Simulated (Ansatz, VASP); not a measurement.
## One calculation of SnO, two programs

```xyz
4
Lattice="3.8146 0.0000 0.0000 0.0000 3.8146 0.0000 0.0000 0.0000 4.8521" Properties=species:S:1:pos:R:3 pbc="T T T"
Sn    0.0000    1.9073    1.1572
Sn    1.9073    0.0000    3.6948
O     0.0000    0.0000    0.0000
O     1.9073    1.9073    0.0000
```

Change from the starting cell: volume scaled by 1.01.

Alike in both runs: task single point; functional LDA; k mesh 6 × 6 × 5; occupations fermi-dirac, width 0.02 eV; no spin polarisation.

```csv
,VASP,Ansatz
version,VASP 6.6.1,Ansatz 0.2.0
potentials or method,"VASP PAW LDA potentials, release 64 (Sn_d, O), cutoff 520 eV","all-electron LAPW, scalar-relativistic"
```

```tsv
	VASP	Ansatz	Ansatz less VASP
pressure (GPa)	-3.4	-3.7	-0.31
largest component of the traceless stress (GPa)	0.25	0.24	-0.008
rms of the force components (eV/Å)	0.117	0.160	+0.0430
```

Atom by atom the forces differ by 0.043 eV/Å (rms over components). Ansatz ran all-electron here, so the differences hold the error of VASP's frozen core and of both bases.
